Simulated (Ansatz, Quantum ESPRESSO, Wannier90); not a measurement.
# straight B chain, spacing 1.55 Å: Wannier functions and conductance, part 6 of 6

How many channels does the wire offer, and does a small Wannier basis get them right? The wire: straight B chain, spacing 1.55 Å.

Quantum ESPRESSO 7.5 and Wannier90 3.1.0; plane-wave DFT, PBE, GBRV ultrasoft pseudopotentials; cross-check by Ansatz 0.2.0 with PAW datasets.

So far. Step 9 (Wannier functions and transport): Bands and channels are those of the Wannier model: bands that were not projected, and all outside the frozen window, are missing or only approximate. Step 9 (Wannier functions and transport): Disentanglement stopped at its cap on iterations, so these spreads are not final.

## (13) The same in Ansatz

As a check, the same structure is run in Ansatz.

Level of this step: plane-wave DFT, PBE, Ansatz PAW (Ansatz 0.2.0).

System of this step: straight B chain, spacing 1.55 Å, 3 periods. The cell holds 3 atoms: 3 B. Cell: a = 8.000 Å, b = 8.000 Å, c = 4.650 Å, α = 90.0°, β = 90.0°, γ = 90.0°. Vacuum lies along a and b. The structure's axis is c.

input.yaml reads:

```yaml
crystal:
  lattice:
    - [8.0, 0.0, 0.0]
    - [0.0, 8.0, 0.0]
    - [0.0, 0.0, 4.65]
  atoms:
    - { symbol: B, position: [0.0, 0.0, 0.0] }
    - { symbol: B, position: [0.0, 0.0, 0.3333333333] }
    - { symbol: B, position: [0.0, 0.0, 0.6666666667] }
kpoints:
  mp_grid: { grid: [1, 1, 16] }
hamiltonian:
  xc: pbe
scf:
  occupations: { method: fermi_dirac, width: 0.05 }
  convergence: { dr2_threshold: 1.0e-08 }
output:
  transmission:
    leads: [[0, 0]]
    e_range: [-4.0, 2.0]
    de: 0.05
    kmesh: [1, 1]
    reduced_basis: true
```

Started as:

```bash
$ ansatz run input.yaml --threads 4 --pin off --max-ram 12288MiB --backend cpu --events-out ev --progress --plain --runs-dir out
```

Numbers of over 12 decimals in the logs are rounded to 6 here.

Log:

```text
Engine: ansatz 0.2.0, x86_64-unknown-linux-gnu
Pseudopotentials: kind: paw
Pseudopotential: B, paw, valence charge 3, recommended cutoff 420 eV (normal), B.paw.azcp
Functional definition: PBE
  parameter kappa = 0.804
  parameter beta = 0.066725
  exchange = pbe_x(kappa = kappa, mu = beta*pi^2/3)
  correlation = pbe_c(beta = beta)
Crystal: 3 atoms, lattice volume = 297.600 Å³
Basis set: ecut = 420 eV, 5823 PW (Γ)
Bands: 9, of which v1, the nominal top of the filled ones, is band 5 counted from 1 (4 counted from 0)
Symmetry: 48 space group operations
Space group: P4/mmm (ITA 123), of the structure as read, at distance tolerance 6.7e-5 Å
k-points: 9 of 16
Non-local potential: B, projectors of the file, l = 0: 2, l = 1: 2, l = 2: 1
PAW form: soft (Blöchl's): semilocal exchange-correlation on the pseudo side does not see the compensation charge
PAW one-centre angular grid: B, 110 points (default); XC on 64 Gauss nodes
Initial density: superposition of atomic densities (neutral atoms: chi_scale 0, normalization atom), corrected by the library's trained network
Initial wavefunctions: pseudopotential atomic-orbital guess
Functional: x = pbe(κ = 0.804, μ = 0.219515), c = pbe(β = 0.066725)
SCF iter   1: F=—  HF=-462.715184 eV  |F-HF|=—  |Δ(HF+E_count)|=         —  Δρ=2.99e-3  dr2=1.50e-2  ethr=1.77e-3  ⟨swp⟩=4.9  Hψ=554  notcnv=0
preconditioner: auto → LDOS  [insulator: Δε(μ)=0.337 eV  Ē_g=7.981 eV  σ=0.050 eV  W_gap=0.50  n_scr=10 (ndim 8)  ℏωp=6.5 eV  f_vac=0.702  D(μ)=2.54/eV (n_scr^D=8)  ε∞_Penn≈1.7  β→1.0]
SCF iter   2: F=—  HF=-462.721568 eV  |F-HF|=—  |Δ(HF+E_count)|=   6.38e-3  Δρ=4.17e-4  dr2=4.55e-4  ethr=1.67e-4  ⟨swp⟩=3.1  Hψ=257  notcnv=0
SCF iter   3: F=—  HF=-462.721563 eV  |F-HF|=—  |Δ(HF+E_count)|=   5.54e-6  Δρ=6.51e-5  dr2=1.62e-5  ethr=5.06e-6  ⟨swp⟩=2.1  Hψ=157  notcnv=0
SCF iter   4: F=—  HF=-462.721575 eV  |F-HF|=—  |Δ(HF+E_count)|=   1.19e-5  Δρ=1.75e-5  dr2=2.46e-6  ethr=1.80e-7  ⟨swp⟩=2.8  Hψ=124  notcnv=0
SCF iter   5: F=—  HF=-462.721593 eV  |F-HF|=—  |Δ(HF+E_count)|=   1.81e-5  Δρ=3.01e-6  dr2=2.74e-8  ethr=2.73e-8  ⟨swp⟩=2.3  Hψ=121  notcnv=0
SCF iter   6: F=-462.721593 eV  HF=-462.721593 eV  |F-HF|=2.22e-10  |Δ(HF+E_count)|=   3.63e-8  Δρ=2.52e-7  dr2=1.36e-10  ethr=1.11e-10  ⟨swp⟩=5.7  Hψ=367  notcnv=0
SCF 1 converged in 6 iterations: F = -462.721593 eV  dr2 = 1.36e-10
  greatest PAW one-centre occupation: 0.597 electrons in one spin orbital (limit 2), on the B atom at site 2 (counted from 0), in its partial waves of l = 0
transmission: 6 of 36 steps passed
transmission: 12 of 36 steps passed
[...]
transmission: 36 of 36 steps passed
SCF converged after 6 iterations
Free energy (F): -462.721593 eV
Harris-Foulkes:  -462.721593 eV  (|F-HF|=2.22e-10)
Internal energy: -462.703480 eV  (E = F + TS)
E sigma→0 (E₀):  -462.712536 eV
Entropy (-TS):   -0.018113 eV (-6.038 meV/atom)
Fermi energy:    -4.691974 eV
--- Per-component energies (eV) ---
  E_band       = -77.743547
  E_kinetic    = 131.141754
  E_local      = -589.508033  (includes V_loc(G=0)·N_el)
  E_nonlocal   = 40.703755
  E_hartree    = 226.172189
  E_xc         = -88.916417
  E_vxc        = -103.994023  (∫ρ·V_xc dr)
  E_paw        = -236.156026  (= ΣΔE_a)
  E_vpaw       = -8.431506  (= ΣTr[D̂ρ^β])
  E_aug_tail   = -0.000008  (compensation charges beyond the density's cutoff)
  E_ewald      = 53.859306
  E_smearing   = -0.018113  (= −TS)
  E_closure    = 0.000000  (closes the sum)
  Σ components = -462.721593   (vs F -462.721593, Δ=0.00e0)
--- Band table (eV; the first three rows and the last of 9) ---
  k-point 0: bands = ["-12.8064", "-9.1262", "-9.1262", "-5.6294", "-5.6294", "0.0905", "0.8830", "0.8830", "0.8830"]
  k-point 1: bands = ["-12.7897", "-9.4957", "-8.7620", "-5.6034", "-5.6034", "0.1164", "0.1212", "0.1212", "1.6797"]
  k-point 2: bands = ["-12.7397", "-9.8636", "-8.4116", "-5.5252", "-5.5252", "-0.6011", "-0.6011", "0.1942", "1.9128"]
  k-point 8: bands = ["-11.7691", "-11.7691", "-7.2046", "-3.9669", "-3.9669", "-3.9669", "-3.9669", "1.7375", "1.7375"]
--- Transmission ---
  basis      : 561 plane waves across, 6 finite elements along
  points     : 1, standing for a mesh of 1 x 1
  energies   : 121 from -4.000000 to 2.000000 eV about the Fermi level, 0.050000 eV apart; the leads are filled to 0.000000 eV, and channels, transmission and decay are at 0.000000 eV
  crystal 0  : B3, at the sites [0, 0], period 4.6500 Å: whole cells are its period
    offset         : up to 0.0000 Å between an atom of the period and one for which it stands
    channels       : 2.000000e0 a spin
    conductance    : none, the energies end too early or step too widely for 300 K: set another output.transmission.e_range or a lower de, or, where they end at an eighth of basis.ecutwfc, a higher one
```

Elapsed: 5.8 s, on 4 threads of Intel Xeon Platinum 8488C (Sapphire Rapids), shared host; peak memory 0.46 GiB; 19 s of CPU time.

Read from the output:

| Item | Value |
| --- | --- |
| free energy | -462.7216 eV |
| energy at zero smearing | -462.7125 eV |
| smearing term TS | 0.01811 eV |
| Fermi energy | -4.692 eV |
| symmetry operations | 48 |
| lead channels at the Fermi level, one spin | 2 |

Per spin. Table of open channels by energy, zero at the Fermi level:

```
energy (eV)  open channels
     -4.000              1
     -3.800              1
     -3.600              1
     -3.400              1
     -3.200              1
     -3.000              1
     -2.800              1
     -2.600              1
     -2.400              0
     -2.200              0
     -2.000              0
     -1.800              0
     -1.600              0
     -1.400              0
     -1.200              0
     -1.000              0
     -0.800              2
     -0.600              2
     -0.400              2
     -0.200              2
      0.000              2
      0.200              2
      0.400              2
      0.600              2
      0.800              2
      1.000              2
      1.200              2
      1.400              2
      1.600              2
      1.800              2
      2.000              2
```

## (14) A check by hand

2 channels × 77.48 µS = 155 µS, a two-terminal resistance of 12.906/2 = 6.45 kΩ whatever the wire's length, as long as nothing scatters.

## (15) Results

```yaml
open_channels_at_the_fermi_level_per_spin: 2
total_spread: 4.69 Å²
gauge_invariant_spread: 3.68 Å²
largest_band_misfit_in_the_frozen_window: 0.00667 eV
channels_at_the_fermi_level_by_ansatz: 2
```

**Reading.** The wire offers 2 channels per spin at the Fermi level. Between -4 and 1.5 eV the channel count from Wannier functions equals that from Ansatz's layer matching at 98 % of the energies; outside the frozen window the Wannier bands are not held to the plane-wave ones. Each plane-wave level in the frozen window has a Wannier level within 0.01 eV; this test doesn't see extra bands that a model may add. Disentanglement stopped at its cap on iterations, so the spreads are not final; the frozen states are kept all the same. The wire is perfect, so the conductance only counts bands: each channel, with its partner of the other spin, carries G₀ = 2e²/h. It was run without spin polarisation, which was not tested.

[Logs are printed without paths, hosts, clocks, repeated set-up lines and the standing remarks that a program may print on its own settings, such as how far it seeks lower states.]

[Hosts, paths, dates, database ids (printed as entryN), source tags and the programs' standing remarks are cut or masked in the printed files.]

[Maps of the electrostatic potential energy from Ansatz leave out the sawtooth potential of an applied field or a dipole correction, so their vacuum need not be flat; planar profiles and work functions include it.]
